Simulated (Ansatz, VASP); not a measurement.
# SnO2 in two plane-wave programs

Wanted: the spread between two codes on one cell, functional and k mesh. The cell is taken from a series of runs on this material, whose earlier steps may have relaxed, scaled, displaced or heated it; both programs get it as it stands.

Program: Ansatz 0.2.0. Level of theory: plane waves, with VASP 6.6.1 beside it; HSE06. Results are calculated unless marked as measured.

### 1. The structure

The cell holds 12 atoms: 8 O and 4 Sn. Cell: a = 3.187 Å, b = 6.701 Å, c = 19.935 Å, α = 90.0°, β = 90.0°, γ = 90.0°. It derives from SnO2. Vacuum lies along c.

Structure file:

```xyz
12
Lattice="3.1865 0.0000 0.0000 0.0000 6.7005 0.0000 0.0000 0.0000 19.9353" Properties=species:S:1:pos:R:3
O     0.0000    3.3503   13.0846
O     1.5933    5.4473   11.9031
O     1.5933    1.2532   11.9031
O     0.0000    3.3503   10.3503
O     0.0000    0.0000    9.5851
O     1.5933    2.0970    8.0323
O     1.5933    4.6035    8.0323
O     0.0000    0.0000    6.8507
Sn    1.5933    3.3503   11.9066
Sn    0.0000    0.0000   11.5562
Sn    0.0000    3.3503    8.3791
Sn    1.5933    0.0000    8.0288
```

### 2. VASP: single point, HSE06

A single point takes one fixed geometry, so differences don't come from the geometry; what else differs is listed under the comparison.

Lines of VASP's logs that name or quote its potential files are left out, and so is its time.

The run reads the wave functions of an earlier VASP run, which isn't shown here.

The input, INCAR:

```
SYSTEM = SnO2
PREC = Accurate
ENCUT = 520
EDIFF = 1E-06
NELM = 100
ISMEAR = -1
SIGMA = 0.02
LREAL = .FALSE.
ALGO = Normal
LHFCALC = .TRUE.
AEXX = 0.25
GGA = PE
HFSCREEN = 0.208
LASPH = .TRUE.
NBANDS = 64
PRECFOCK = Fast
LORBIT = 11
LWAVE = .FALSE.
LCHARG = .FALSE.
KPAR = 2
NCORE = 8
ISIF = 2
```

The input, POSCAR:

```
SnO2
1.0
    3.1865000000      0.0000000000      0.0000000000
    0.0000000000      6.7005438590      0.0000000000
    0.0000000000      0.0000000000     19.9353417587
O Sn
8 4
Direct
    0.0000000000      0.5000000000      0.6563520227
    0.5000000000      0.8129648841      0.5970832916
    0.5000000000      0.1870351159      0.5970832916
    0.0000000000      0.5000000000      0.5191921000
    0.0000000000      0.0000000000      0.4808079000
    0.5000000000      0.3129648841      0.4029167084
    0.5000000000      0.6870351159      0.4029167084
    0.0000000000      0.0000000000      0.3436479773
    0.5000000000      0.5000000000      0.5972597004
    0.0000000000      0.0000000000      0.5796859379
    0.0000000000      0.5000000000      0.4203140621
    0.5000000000      0.0000000000      0.4027402996
```

The input, KPOINTS:

```
Automatic mesh
0
Gamma
6 4 1
0 0 0
```

PAW data sets: O and Sn_d (PBE family, release 64).

On the command line:

```sh
$ mpirun -np 16 vasp_std
```

Numbers of over 12 decimals in the logs are rounded to 6 here.

Output:

```text
[banner, memory and clock lines left out]
running   16 mpi-ranks, on    1 nodes
 distrk:  each k-point on    8 cores,    2 groups
 distr:  one band on    8 cores,    1 groups

 POSCAR found type information on POSCAR O Sn
 POSCAR found :  2 types and      12 ions
 LDA part: xc-table for (Slater+PW92), standard interpolation
 found WAVECAR, reading the header
 POSCAR, INCAR and KPOINTS ok, starting setup
 FFT: planning ... GRIDC
 FFT: planning ... GRID_SOFT
 FFT: planning ... GRID
 reading WAVECAR
 the WAVECAR file was read successfully
 initial charge from wavefunction
 entering main loop
       N       E                     dE             d eps       ncg     rms          rms(c)
DAV:   1    -0.915526237509E+02   -0.91553E+02   -0.25085E+00  1944   0.975E+00    0.194E+00
DAV:   2    -0.915917771254E+02   -0.39153E-01   -0.27823E-01  1880   0.324E+00    0.161E+00
DAV:   3    -0.915793296870E+02    0.12447E-01   -0.44909E-02  2608   0.143E+00    0.114E+00
DAV:   4    -0.915768456713E+02    0.24840E-02   -0.91234E-03  2096   0.535E-01    0.693E-01
DAV:   5    -0.915757253208E+02    0.11204E-02   -0.21109E-03  1848   0.275E-01    0.395E-01
DAV:   6    -0.915753886544E+02    0.33667E-03   -0.35700E-04  1928   0.118E-01    0.233E-01
DAV:   7    -0.915753047445E+02    0.83910E-04   -0.15571E-04  2072   0.792E-02    0.140E-01
DAV:   8    -0.915753144999E+02   -0.97554E-05   -0.51201E-05  2008   0.417E-02    0.858E-02
DAV:   9    -0.915753424025E+02   -0.27903E-04   -0.14620E-05  1880   0.216E-02    0.522E-02
DAV:  10    -0.915753713046E+02   -0.28902E-04   -0.56805E-06  1688   0.129E-02    0.313E-02
DAV:  11    -0.915753959557E+02   -0.24651E-04   -0.29160E-06  1304   0.915E-03    0.191E-02
DAV:  12    -0.915754161228E+02   -0.20167E-04   -0.20426E-06  1320   0.682E-03    0.118E-02
DAV:  13    -0.915754319390E+02   -0.15816E-04   -0.11157E-06  1224   0.472E-03    0.746E-03
DAV:  14    -0.915754440651E+02   -0.12126E-04   -0.74920E-07  1240   0.365E-03    0.490E-03
[...]
DAV:  18    -0.915754697525E+02   -0.40960E-05   -0.22054E-07  1128   0.159E-03    0.186E-03
DAV:  19    -0.915754729739E+02   -0.32215E-05   -0.17584E-07  1136   0.134E-03    0.169E-03
DAV:  20    -0.915754754340E+02   -0.24601E-05   -0.14330E-07  1128   0.119E-03    0.156E-03
DAV:  21    -0.915754773772E+02   -0.19432E-05   -0.10857E-07  1112   0.103E-03    0.147E-03
DAV:  22    -0.915754789528E+02   -0.15756E-05   -0.90532E-08  1088   0.938E-04    0.139E-03
DAV:  23    -0.915754801733E+02   -0.12205E-05   -0.72093E-08  1072   0.843E-04    0.132E-03
DAV:  24    -0.915754812171E+02   -0.10438E-05   -0.63347E-08  1072   0.791E-04    0.125E-03
DAV:  25    -0.915754820306E+02   -0.81352E-06   -0.52057E-08  1016   0.730E-04
   1 F= -.91575482E+02 E0= -.91575482E+02  d E =-.283739E-12
```

From OUTCAR (step 2):

```text
ion  position               nearest neighbor table
   1  0.000  0.500  0.656-   9 1.98   9 1.98
   2  0.500  0.813  0.597-  10 2.06  10 2.06   9 2.10
   3  0.500  0.187  0.597-  10 2.06  10 2.06   9 2.10
   4  0.000  0.500  0.519-  11 1.97   9 2.23   9 2.23
   5  0.000  0.000  0.481-  10 1.97  12 2.23  12 2.23
   6  0.500  0.313  0.403-  11 2.06  11 2.06  12 2.10
   7  0.500  0.687  0.403-  11 2.06  11 2.06  12 2.10
   8  0.000  0.000  0.344-  12 1.98  12 1.98
   9  0.500  0.500  0.597-   1 1.98   1 1.98   3 2.10   2 2.10   4 2.23   4 2.23  10 3.73  10 3.73
                            10 3.73  10 3.73
  10  0.000  0.000  0.580-   5 1.97   3 2.06   2 2.06   2 2.06   3 2.06   9 3.73   9 3.73   9 3.73
                             9 3.73
  11  0.000  0.500  0.420-   4 1.97   6 2.06   7 2.06   6 2.06   7 2.06  12 3.73  12 3.73  12 3.73
                            12 3.73
  12  0.500  0.000  0.403-   8 1.98   8 1.98   6 2.10   7 2.10   5 2.23   5 2.23  11 3.73  11 3.73
                            11 3.73  11 3.73

  LATTYP: Found a simple orthorhombic cell.
 ALAT       =     3.1865000000
 B/A-ratio  =     2.1027911059
 C/A-ratio  =     6.2561875910

 Subroutine GETGRP returns: Found  8 space group operations
 (whereof  4 operations were pure point group operations)

The static configuration has the point symmetry C_2v.
 The point group associated with its full space group is D_2h.

 Found     12 irreducible k-points:

   k-points           NKPTS =     12   k-points in BZ     NKDIM =     24   number of bands    NBANDS=     64

   dimension x,y,z NGX =    24 NGY =   50 NGZ =  150
   dimension x,y,z NGXF=    48 NGYF=  100 NGZF=  300

   ENCUT  =  520.0 eV  38.22 Ry    6.18 a.u.   5.92 12.46 37.07*2*pi/ulx,y,z

   NELECT =     104.0000    total number of electrons

 k-points in reciprocal lattice and weights: Automatic mesh
   0.00000000  0.00000000  0.00000000       0.042
   0.16666667  0.00000000  0.00000000       0.083
   0.33333333  0.00000000  0.00000000       0.083
   0.50000000  0.00000000  0.00000000       0.042
   0.00000000  0.25000000  0.00000000       0.083
   0.16666667  0.25000000  0.00000000       0.167
   0.33333333  0.25000000  0.00000000       0.167
   0.50000000  0.25000000  0.00000000       0.083
   0.00000000  0.50000000  0.00000000       0.042
   0.16666667  0.50000000  0.00000000       0.083
   0.33333333  0.50000000  0.00000000       0.083
   0.50000000  0.50000000  0.00000000       0.042

  exchange ACFDT corr.  =         0.00000000  see jH, gK, PRB 81, 115126

 average (electrostatic) potential at core
       1 -69.3110       2 -71.3321       3 -71.3321       4 -70.7338       5 -70.7338
       6 -71.3321       7 -71.3321       8 -69.3110       9-102.1051      10-103.2398
      11-103.2398      12-102.1051

 E-fermi :  -3.3760

 k-point     1 :       0.0000    0.0000    0.0000
  band No.  band energies     occupation
    ...
     48      -4.5158      2.00000
     49      -4.5148      2.00000
     50      -4.3993      2.00000
     51      -4.1378      2.00000
     52      -3.9936      2.00000
     53      -1.4172      0.00000
     54      -0.2670      0.00000
     55       1.7285      0.00000
     56       2.4089      0.00000
     57       3.6130      0.00000
    ...

 k-point     2 :       0.1667    0.0000    0.0000
  band No.  band energies     occupation
    ...
     48      -5.1525      2.00000
     49      -4.5543      2.00000
     50      -4.5068      2.00000
     51      -3.9538      2.00000
     52      -3.9249      2.00000
     53      -0.2692      0.00000
     54       0.4767      0.00000
     55       2.1867      0.00000
     56       2.7864      0.00000
     57       4.5015      0.00000
    ...

 k-point     3 :       0.3333    0.0000    0.0000
  band No.  band energies     occupation
    ...
     48      -5.2147      2.00000
     49      -4.5952      2.00000
     50      -4.4530      2.00000
     51      -3.9451      2.00000
     52      -3.9320      2.00000
     53       1.4594      0.00000
     54       1.4847      0.00000
     55       2.5288      0.00000
     56       3.0501      0.00000
     57       4.4380      0.00000
    ...

  Total       -9.8211821      3.0900944     -5.1823605      0.0000000      0.0000000      0.0000000
  in kB      -36.9680622     11.6314716    -19.5070027      0.0000000      0.0000000      0.0000000
  external PRESSURE =     -14.9478644 kB  Pullay stress =       0.0000000 kB

  energy-cutoff  :      520.00
  volume of cell :      425.65
      direct lattice vectors                 reciprocal lattice vectors
     3.186500000  0.000000000  0.000000000     0.313823945  0.000000000  0.000000000
     0.000000000  6.700543859  0.000000000     0.000000000  0.149241617  0.000000000
     0.000000000  0.000000000 19.935341759     0.000000000  0.000000000  0.050162170

 POSITION                                       TOTAL-FORCE (eV/Angst)
 -----------------------------------------------------------------------------------
      0.00000      3.35027     13.08460         0.000000      0.000000     -0.808209
      1.59325      5.44731     11.90306         0.000000      0.252606     -0.245687
      1.59325      1.25324     11.90306         0.000000     -0.252606     -0.245687
      0.00000      3.35027     10.35027         0.000000      0.000000      0.986289
      0.00000      0.00000      9.58507         0.000000      0.000000     -0.986289
      1.59325      2.09703      8.03228         0.000000      0.252606      0.245687
      1.59325      4.60351      8.03228         0.000000     -0.252606      0.245687
      0.00000      0.00000      6.85074         0.000000      0.000000      0.808209
      1.59325      3.35027     11.90658         0.000000      0.000000      0.502575
      0.00000      0.00000     11.55624         0.000000      0.000000     -0.217493
      0.00000      3.35027      8.37910         0.000000      0.000000      0.217493
      1.59325      0.00000      8.02877         0.000000      0.000000     -0.502575
 -----------------------------------------------------------------------------------
    total drift:                                0.000000     -0.000000     -0.000003

  FREE ENERGIE OF THE ION-ELECTRON SYSTEM (eV)
  ---------------------------------------------------
  free  energy   TOTEN  =       -91.5754820306 eV

  energy  without entropy=      -91.5754820306  energy(sigma->0) =      -91.57548203

 total charge
# of ion       s       p       d       tot
------------------------------------------
    1        1.578   3.453   0.000   5.031
    2        1.569   3.506   0.000   5.076
    3        1.569   3.506   0.000   5.076
    4        1.564   3.491   0.000   5.055
    5        1.564   3.491   0.000   5.055
    6        1.569   3.506   0.000   5.076
    7        1.569   3.506   0.000   5.076
    8        1.578   3.453   0.000   5.031
    9        0.888   1.067  10.347  12.302
   10        0.897   1.091  10.332  12.320
   11        0.897   1.091  10.332  12.320
   12        0.888   1.067  10.347  12.302
--------------------------------------------------
tot         16.130  32.230  41.357  89.717

[... 3 further parts left out ...]
```

(Continued in part 2 of 2.)

[Lines on the potential files, build, host, timing and source positions are cut from VASP's logs without a mark.]

[Logs are printed without paths, hosts, clocks, repeated set-up lines and the standing remarks that a program may print on its own settings, such as how far it seeks lower states.]

[Hosts, paths, dates, database ids (printed as entryN), source tags and the programs' standing remarks are cut or masked in the printed files.]
